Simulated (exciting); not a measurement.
# Cu (Fm-3m) in exciting: notebook

The runs below take Cu through single point, with PBE.

All numbers are computed with exciting (release sodium); they aren't measurements. Logs are shortened: lines on timing, memory, paths and dates and some standing lists are left out, and cuts for length are marked.

## (1) Starting point

The structure is cubic, space group Fm-3m (No. 225). Conventional cell: a = 3.615 Å, b = 3.615 Å, c = 3.615 Å, α = 90.00°, β = 90.00°, γ = 90.00°. Cu (site symmetry m-3m) has 12 Cu at 2.56 Å as nearest neighbours.

## (2) Single point, PBE

File input.xml:

```xml
<input>
  <title>Cu</title>
  <structure speciespath="./" tshift="false">
    <crystal scale="1">
      <basevect>0.000000000000 3.415679970261 3.415679970261</basevect>
      <basevect>3.415679970261 0.000000000000 3.415679970261</basevect>
      <basevect>3.415679970261 3.415679970261 0.000000000000</basevect>
    </crystal>
    <species speciesfile="Cu.xml" rmt="2">
      <atom coord="0.000000000000 0.000000000000 0.000000000000"/>
    </species>
  </structure>
  <groundstate do="fromscratch" ngridk="13 13 13" rgkmax="9" gmaxvr="14" lmaxapw="10" lmaxmat="10" lmaxvr="8" xctype="GGA_PBE" stype="Gaussian" swidth="0.00091873" nempty="12" ValenceRelativity="iora*" epsengy="1e-05" epspot="1e-05" maxscl="60" tforce="true" outputlevel="low"/>
</input>
```

Potentials or basis: all-electron LAPW+lo, shipped species files, valence relativity iora*.

On the command line:

```sh
> OMP_NUM_THREADS=1 exciting_smp
```

INFO.OUT:

```text
================================================================================
EXCITING SODIUM started
[... 10 lines left out ...]

 Lattice vectors (cartesian) :
      0.0000000000      3.4156799703      3.4156799703
      3.4156799703      0.0000000000      3.4156799703
      3.4156799703      3.4156799703      0.0000000000

 Reciprocal lattice vectors (cartesian) :
     -0.9197561484      0.9197561484      0.9197561484
      0.9197561484     -0.9197561484      0.9197561484
      0.9197561484      0.9197561484     -0.9197561484

 Unit cell volume                           :      79.7005860214
 Brillouin zone volume                      :       3.1122759044

 Species :    1 (Cu)
     parameters loaded from                 :    Cu.xml
     name                                   :    copper

     atomic positions (lattice) :
       1 :   0.00000000  0.00000000  0.00000000

 Total number of atoms per unit cell        :       1

 Spin treatment                             :    spin-unpolarised

 Number of Bravais lattice symmetries       :      48
 Number of crystal symmetries               :      48

 k-point grid                               :      13   13   13
 Total number of k-points                   :      84
 k-point set is reduced with crystal symmetries

 R^MT_min * |G+k|_max (rgkmax)              :       9.00000000

 G-vector grid sizes                        :      24    24    24
 Total number of G-vectors                  :    3695

 Total nuclear charge                       :     -29.00000000
 Total electronic charge                    :      29.00000000

 Number of empty states                     :      12
 Total number of valence states             :      21

 Exchange-correlation type                  :      20
     Perdew-Burke-Ernzerhof, Phys. Rev. Lett. 77, 3865 (1996)
     Generalised gradient approximation (GGA)

 Smearing scheme                            :    Gaussian
 Smearing width                             :       0.00091873

++++++++++++++++++++++++++++++++++++++++++++++++++++++++++++++++++++++++++++++++
+ Ending initialization                                                        +
++++++++++++++++++++++++++++++++++++++++++++++++++++++++++++++++++++++++++++++++

********************************************************************************
* Groundstate module started                                                   *
********************************************************************************
 Output level for this task is set to low

++++++++++++++++++++++++++++++++++++++++++++++++++++++++++++++++++++++++++++++++
[... 5 lines left out ...]
+ SCF iteration number :    1                                                  +
++++++++++++++++++++++++++++++++++++++++++++++++++++++++++++++++++++++++++++++++
 Total energy                               :     -1641.94629692
 _______________________________________________________________
 Fermi energy                               :         0.36172371
 DOS at Fermi energy (states/Ha/cell)       :        11.54096262
 Electron charge: Core leakage              :         0.00156136

++++++++++++++++++++++++++++++++++++++++++++++++++++++++++++++++++++++++++++++++
+ SCF iteration number :    2                                                  +
++++++++++++++++++++++++++++++++++++++++++++++++++++++++++++++++++++++++++++++++
 Total energy                               :     -1657.86694334
 _______________________________________________________________
 Fermi energy                               :         0.31078247
 DOS at Fermi energy (states/Ha/cell)       :        23.07408144
 Electron charge: Core leakage              :         0.00142278

 RMS change in effective potential (target) :  0.758738E-01  ( 0.100000E-04)
 Absolute change in total energy   (target) :   15.9206      ( 0.100000E-04)
 Charge distance                   (target) :  0.364186E-01  ( 0.100000E-04)
 Abs. change in max-nonIBS-force   (target) :   0.00000      ( 0.500000E-04)

++++++++++++++++++++++++++++++++++++++++++++++++++++++++++++++++++++++++++++++++
+ SCF iteration number :    3                                                  +
++++++++++++++++++++++++++++++++++++++++++++++++++++++++++++++++++++++++++++++++
 Total energy                               :     -1655.86624674
 _______________________________________________________________
 Fermi energy                               :         0.31357916
 DOS at Fermi energy (states/Ha/cell)       :        17.96373450
 Electron charge: Core leakage              :         0.00143749

 RMS change in effective potential (target) :  0.437467E-01  ( 0.100000E-04)
 Absolute change in total energy   (target) :   2.00070      ( 0.100000E-04)
 Charge distance                   (target) :  0.420955E-02  ( 0.100000E-04)
 Abs. change in max-nonIBS-force   (target) :   0.00000      ( 0.500000E-04)

++++++++++++++++++++++++++++++++++++++++++++++++++++++++++++++++++++++++++++++++
+ SCF iteration number :    4                                                  +
++++++++++++++++++++++++++++++++++++++++++++++++++++++++++++++++++++++++++++++++
 Total energy                               :     -1655.86878591
 _______________________________________________________________
 Fermi energy                               :         0.30200711
 DOS at Fermi energy (states/Ha/cell)       :        17.65120157
 Electron charge: Core leakage              :         0.00142932
[... 85 lines left out ...]
 RMS change in effective potential (target) :  0.219419E-07  ( 0.100000E-04)
 Absolute change in total energy   (target) :  0.600644E-04  ( 0.100000E-04)
 Charge distance                   (target) :  0.111980E-06  ( 0.100000E-04)
 Abs. change in max-nonIBS-force   (target) :   0.00000      ( 0.500000E-04)

++++++++++++++++++++++++++++++++++++++++++++++++++++++++++++++++++++++++++++++++
+ SCF iteration number :   11                                                  +
++++++++++++++++++++++++++++++++++++++++++++++++++++++++++++++++++++++++++++++++
 Total energy                               :     -1655.03208558
 _______________________________________________________________
 Fermi energy                               :         0.30479099
 DOS at Fermi energy (states/Ha/cell)       :        15.42634914
 Electron charge: Core leakage              :         0.00143660

 RMS change in effective potential (target) :  0.781579E-08  ( 0.100000E-04)
 Absolute change in total energy   (target) :  0.734177E-06  ( 0.100000E-04)
 Charge distance                   (target) :  0.196293E-08  ( 0.100000E-04)
 Abs. change in max-nonIBS-force   (target) :   0.00000      ( 0.500000E-04)

++++++++++++++++++++++++++++++++++++++++++++++++++++++++++++++++++++++++++++++++
+ SCF iteration number :   12                                                  +
++++++++++++++++++++++++++++++++++++++++++++++++++++++++++++++++++++++++++++++++
 Total energy                               :     -1655.03208507
 _______________________________________________________________
 Fermi energy                               :         0.30479099
 DOS at Fermi energy (states/Ha/cell)       :        15.42634800
 Electron charge: Core leakage              :         0.00143660

 RMS change in effective potential (target) :  0.934753E-10  ( 0.100000E-04)
 Absolute change in total energy   (target) :  0.507912E-06  ( 0.100000E-04)
 Charge distance                   (target) :  0.104614E-08  ( 0.100000E-04)
 Abs. change in max-nonIBS-force   (target) :   0.00000      ( 0.500000E-04)

++++++++++++++++++++++++++++++++++++++++++++++++++++++++++++++++++++++++++++++++
| Convergency criteria checked for the last 2 iterations                       +
| Convergence targets achieved. Performing final SCF iteration                 +
++++++++++++++++++++++++++++++++++++++++++++++++++++++++++++++++++++++++++++++++
 Total energy                               :     -1655.03208507
 _______________________________________________________________
 Fermi energy                               :         0.30479099
 DOS at Fermi energy (states/Ha/cell)       :        15.42634800
 Electron charge: Core leakage              :         0.00143660

++++++++++++++++++++++++++++++++++++++++++++++++++++++++++++++++++++++++++++++++
+ Self-consistent loop stopped                                                 +
++++++++++++++++++++++++++++++++++++++++++++++++++++++++++++++++++++++++++++++++
 STATE.OUT is written

--------------------------------------------------------------------------------
- Writing atomic positions and forces                                          -
--------------------------------------------------------------------------------

 Atomic positions (lattice) :
 atom     1  Cu  :     0.00000000    0.00000000    0.00000000

 Total atomic forces including IBS (cartesian) :
 atom     1  Cu  :     0.00000000    0.00000000    0.00000000

 Atomic force components including IBS (cartesian) :
 atom     1  Cu  :     0.00000000    0.00000000    0.00000000   HF force
                 :     0.00000000    0.00000000    0.00000000   core correction
                 :     0.00000000    0.00000000    0.00000000   IBS correction

********************************************************************************
* Groundstate module stopped                                                   *
********************************************************************************

--------------------------------------------------------------------------------
- CAUTION! Warnings have been written in file WARNING.OUT !                    -
--------------------------------------------------------------------------------
================================================================================
| EXCITING SODIUM stopped                                                      =
================================================================================
```

Wall time 22 s (1 thread of Arm Neoverse V2, shared host); peak memory 0.09 GiB.

Results:

* Free energy: -45035.7175 eV
* Band gap on the k mesh: none (metal or under the smearing width)

## (3) Single point, PBE

input.xml: that of step 2 with these lines changed.

```diff
@@ -12,3 +12,3 @@
   </structure>
-  <groundstate do="fromscratch" ngridk="13 13 13" rgkmax="9" gmaxvr="14" lmaxapw="10" lmaxmat="10" lmaxvr="8" xctype="GGA_PBE" stype="Gaussian" swidth="0.00091873" nempty="12" ValenceRelativity="iora*" epsengy="1e-05" epspot="1e-05" maxscl="60" tforce="true" outputlevel="low"/>
+  <groundstate do="fromscratch" ngridk="13 13 13" rgkmax="9" gmaxvr="14" lmaxapw="10" lmaxmat="10" lmaxvr="8" xctype="GGA_PBE" stype="Gaussian" swidth="0.00095548" nempty="12" ValenceRelativity="iora*" epsengy="1e-05" epspot="1e-05" maxscl="60" tforce="true" outputlevel="normal"/>
 </input>
```

Potentials or basis: all-electron LAPW+lo, shipped species files, valence relativity iora*.

On the command line:

```sh
> OMP_NUM_THREADS=1 exciting_smp
```

Wall time 22 s (1 thread of Arm Neoverse V2, shared host); peak memory 0.09 GiB.

Results (log left out):

```yaml
Free_energy: -45035.7175 eV
Band_gap_on_the_k_mesh: none (metal or under the smearing width)
All_electrons_inside_the_program's_atomic_spheres: Cu 27.36 (radii Cu 2.0 bohr)
```

Levels at points of the mesh, in eV from the Fermi level:
```csv
k point,band 5,band 6,band 7,band 8,band 9,band 10,band 11,band 12,band 13,band 14
"(0.00, 0.00, 0.00)",-3.21,-3.21,-3.21,-2.38,-2.38,22.41,25.01,25.01,25.01,28.89
```

## (4) Single point, PBE

File input.xml:

```xml
<input>
  <title>Cu</title>
  <structure speciespath="./" tshift="false">
    <crystal scale="1">
      <basevect>0.000000000000 3.415679970261 3.415679970261</basevect>
      <basevect>3.415679970261 0.000000000000 3.415679970261</basevect>
      <basevect>3.415679970261 3.415679970261 0.000000000000</basevect>
    </crystal>
    <species speciesfile="Cu.xml" rmt="2">
      <atom coord="0.000000000000 0.000000000000 0.000000000000"/>
    </species>
  </structure>
  <groundstate do="fromscratch" ngridk="13 13 13" rgkmax="9" gmaxvr="14" lmaxapw="10" lmaxmat="10" lmaxvr="8" xctype="GGA_PBE" stype="Gaussian" swidth="0.00099223" nempty="12" ValenceRelativity="iora*" epsengy="1e-05" epspot="1e-05" maxscl="60" tforce="true" outputlevel="high"/>
  <properties>
    <chargedensityplot>
      <plot3d>
        <box grid="13 13 13">
          <origin coord="0 0 0"/>
          <point coord="1 0 0"/>
          <point coord="0 1 0"/>
          <point coord="0 0 1"/>
        </box>
      </plot3d>
    </chargedensityplot>
    <elfplot>
      <plot3d>
        <box grid="13 13 13">
          <origin coord="0 0 0"/>
          <point coord="1 0 0"/>
          <point coord="0 1 0"/>
          <point coord="0 0 1"/>
        </box>
      </plot3d>
    </elfplot>
    <exccplot>
      <plot3d>
        <box grid="13 13 13">
          <origin coord="0 0 0"/>
          <point coord="1 0 0"/>
          <point coord="0 1 0"/>
          <point coord="0 0 1"/>
        </box>
      </plot3d>
    </exccplot>
  </properties>
</input>
```

Potentials or basis: all-electron LAPW+lo, shipped species files, valence relativity iora*.

On the command line:

```sh
> OMP_NUM_THREADS=1 exciting_smp
```

INFO.OUT:

```text
================================================================================
EXCITING SODIUM started
[... 10 lines left out ...]

 Lattice vectors (cartesian) :
      0.0000000000      3.4156799703      3.4156799703
      3.4156799703      0.0000000000      3.4156799703
      3.4156799703      3.4156799703      0.0000000000

 Reciprocal lattice vectors (cartesian) :
     -0.9197561484      0.9197561484      0.9197561484
      0.9197561484     -0.9197561484      0.9197561484
      0.9197561484      0.9197561484     -0.9197561484

 Unit cell volume                           :      79.7005860214
 Brillouin zone volume                      :       3.1122759044

 Species :    1 (Cu)
     parameters loaded from                 :    Cu.xml
     name                                   :    copper
     nuclear charge                         :     -29.00000000
     electronic charge                      :      29.00000000
     atomic mass                            :  115837.27170000
[... 519 lines left out ...]
 Sum of eigenvalues                         :      -946.24333434
 Effective potential energy                 :     -2629.57678577
 Coulomb potential energy                   :     -2541.67342180
 xc potential energy                        :       -87.90336397
 Hartree energy                             :       496.80248003
 Electron-nuclear energy                    :     -3535.27838186
 Nuclear-nuclear energy                     :      -232.25294627
 Madelung energy                            :     -1999.89213720
 Core-electron kinetic energy               :         0.00000000

 DOS at Fermi energy (states/Ha/cell)       :        15.45496405

 Electron charges :
     core                                   :        12.00000000
     core leakage                           :         0.00143660
     valence                                :        17.00000000
     interstitial                           :         1.64193052
     charge in muffin-tin spheres :
                  atom     1    Cu          :        27.35806948
     total charge in muffin-tins            :        27.35806948
     total charge                           :        29.00000000

++++++++++++++++++++++++++++++++++++++++++++++++++++++++++++++++++++++++++++++++
+ Self-consistent loop stopped                                                 +
++++++++++++++++++++++++++++++++++++++++++++++++++++++++++++++++++++++++++++++++
 STATE.OUT is written

--------------------------------------------------------------------------------
- Writing atomic positions and forces                                          -
--------------------------------------------------------------------------------

 Atomic positions (lattice) :
 atom     1  Cu  :     0.00000000    0.00000000    0.00000000

 Total atomic forces including IBS (cartesian) :
 atom     1  Cu  :     0.00000000    0.00000000    0.00000000

 Atomic force components including IBS (cartesian) :
 atom     1  Cu  :     0.00000000    0.00000000    0.00000000   HF force
                 :     0.00000000    0.00000000    0.00000000   core correction
                 :     0.00000000    0.00000000    0.00000000   IBS correction

********************************************************************************
* Groundstate module stopped                                                   *
********************************************************************************

================================================================================
| EXCITING SODIUM stopped                                                      =
================================================================================
```

stdout:

```text
Info(rhoplot):
 3D density plot written to RHO3D.xml

Info(potplot):
 3D Coulomb potential plot written to VCL3D.xml
 3D exchange-correlation potential plot written to VXC3D.xml

Info(elfplot): 3D ELF plot written to ELF3D.xml
```

Wall time 32 s (1 thread of Arm Neoverse V2, shared host); peak memory 0.09 GiB.

What came out:

```yaml
Free_energy: -45035.7175 eV
Band_gap_on_the_k_mesh: none (metal or under the smearing width)
All_electrons_inside_the_program's_atomic_spheres: Cu 27.36 (radii Cu 2.0 bohr)
```

## (5) Single point, PBE

File input.xml:

```xml
<input>
  <title>Cu</title>
  <structure speciespath="./" tshift="false">
    <crystal scale="1">
      <basevect>0.000000000000 3.415679970261 3.415679970261</basevect>
      <basevect>3.415679970261 0.000000000000 3.415679970261</basevect>
      <basevect>3.415679970261 3.415679970261 0.000000000000</basevect>
    </crystal>
    <species speciesfile="Cu.xml" rmt="2">
      <atom coord="0.000000000000 0.000000000000 0.000000000000"/>
    </species>
  </structure>
  <groundstate do="fromscratch" ngridk="13 13 13" rgkmax="9" gmaxvr="14" lmaxapw="10" lmaxmat="10" lmaxvr="8" xctype="GGA_PBE" stype="Gaussian" swidth="0.00102898" nempty="12" ValenceRelativity="iora*" epsengy="1e-05" epspot="1e-05" maxscl="60" tforce="true" outputlevel="normal"/>
</input>
```

On the command line:

```sh
> OMP_NUM_THREADS=1 exciting_smp
```

Wall time 22 s (1 thread of Arm Neoverse V2, shared host); peak memory 0.09 GiB.

The run converged. Its results:

```yaml
Free_energy: -45035.7175 eV
Band_gap_on_the_k_mesh: none (metal or under the smearing width)
All_electrons_inside_the_program's_atomic_spheres: Cu 27.36 (radii Cu 2.0 bohr)
```

Levels at points of the mesh, in eV from the Fermi level:
```csv
k point,band 7,band 8,band 9,band 10,band 11,band 12
"(0.00, 0.00, 0.00)",-3.21,-2.38,-2.38,22.41,25.01,25.01
```

## (6) The reference run

An earlier run on the cell as given: functional PBE; potentials or basis all-electron LAPW+lo, shipped species files, valence relativity iora*; rgkmax 9; k mesh 13 × 13 × 13; occupations fermi-dirac, width 0.05 eV; no spin polarisation.

* Band gap on the k mesh: none (metal or under the smearing width)
* All electrons inside the program's atomic spheres: Cu 27.36 (radii Cu 2.0 bohr)

## (7) Summary

| smearing | outputlevel | gap on the mesh (eV) |
| --- | --- | --- |
| gaussian 0.025 eV | low | none |
| gaussian 0.026 eV | normal | none |
| gaussian 0.027 eV | high | none |
| gaussian 0.028 eV | normal | none |
| fermi-dirac 0.05 eV | - | none |

Alike in all rows: task single point; level PBE; potentials or basis all-electron LAPW+lo, shipped species files, valence relativity iora*; no spin polarisation; cell as given; k mesh 13 × 13 × 13; rgkmax 9.

Every run on the cell as given and a fine mesh finds a metal.

Caveats: the free energy is that total less TS from the occupations (some runs).

Compare energies only between runs with the same functional and basis.
